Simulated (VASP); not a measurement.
Crystal: NiO.

```
Ni O
1.0
     0.00000    2.09131    2.09131
     2.09131    0.00000    2.09131
     2.09131    2.09131    0.00000
Ni O
1 1
Direct
  0.00000 0.00000 0.00000
  0.50000 0.50000 0.50000
```

Base run:

- Program: VASP 6.6.1
- Functional: PBE
- Potentials or basis: VASP PAW PBE potentials, release 64 (Ni, O)
- Cutoff: 520 eV
- k mesh: 8 × 8 × 8
- Occupations: gaussian, width 0.05 eV
- Spin: collinear spin, ferromagnetic start
- Starting moments: [1.0, 0.0] μB
- Hubbard terms: Ni d U = 7 eV

Its results: band gap on the k mesh 2.85 eV, indirect (least direct gap 3.71 eV); pressure 0.9 GPa; net moment 2.00 μB per cell; site moments Ni +1.85; O +0.15 μB.

Problem. The run is repeated on the same cell with these changes: hubbard terms from Ni d U = 7 eV to Ni d U = 8 eV; further incar settings from ALGO = Normal; EDIFF = 1e-07; NBANDS = 19 to ALGO = Normal; EDIFF = 1e-06; NBANDS = 19. What comes out?

Solution. Band gap on the k mesh 3.02 eV, indirect (least direct gap 3.79 eV); pressure -0.5 GPa; net moment 2.00 μB per cell; site moments Ni +1.88; O +0.13 μB.

Caveats: a cell with one magnetic atom can't hold antiferromagnetic order, which such compounds often take.

A k mesh can miss the band edges.
